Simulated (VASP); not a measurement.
Set up this calculation in VASP 6.6.1, as the native input.

| Item | Value |
| --- | --- |
| Task | single point |
| Functional | PBEsol |
| Potentials or basis | VASP PAW PBE potentials, release 64 (Os) |
| Cutoff | 520 eV |
| k mesh | 12 × 12 × 16 |
| Occupations | gaussian, width 0.1 eV |
| Spin | no spin polarisation |
| Dipole correction | no |
| Further INCAR settings | ALGO = Fast; EDIFF = 1e-06; NBANDS = 10; ISYM = 0 |

The structure of Os lies in POSCAR:

```
Os
1.0
    2.8007049267      0.0000000000      0.0000000000
   -1.4003524633      2.4254816150      0.0000000000
    1.4003524633      0.8084938717      2.1121294135
Os
1
Direct
    0.0000000000      0.0000000000      0.0000000000
```

This isn't the form of Os at room conditions, which is hcp.

One way to write it, as run:

INCAR

```
  ALGO = Fast
  EDIFF = 1E-6
  ENCUT = 520
  GGA = PS
  ISIF = 2
  ISMEAR = 0
  ISYM = 0
  LASPH = T
  LCHARG = F
  LREAL = F
  LWAVE = F
  NBANDS = 10
  NELM = 100
  PREC = Accurate
  SIGMA = 0.1
```

KPOINTS

```
k-points
0
Gamma
  12 12 16
```

Potentials or basis: VASP PAW PBE potentials, release 64 (Os).

Launch:

```sh
$ cat potpaw_PBE.64/Os/POTCAR > POTCAR
$ mpirun -np 1 vasp_std > vasp.out
```

Results of the run:

```
Pressure               : -7.9 GPa
Band gap on the k mesh : none (metal or under the smearing width)
```

Caveat: the PAW data sets were made with another functional, which shifts forces and pressure a little.

Wall time 49 s on 1 thread of Intel(R) Xeon(R) 6975P-C (Granite Rapids), on a shared host, peak memory 0.28 GiB.
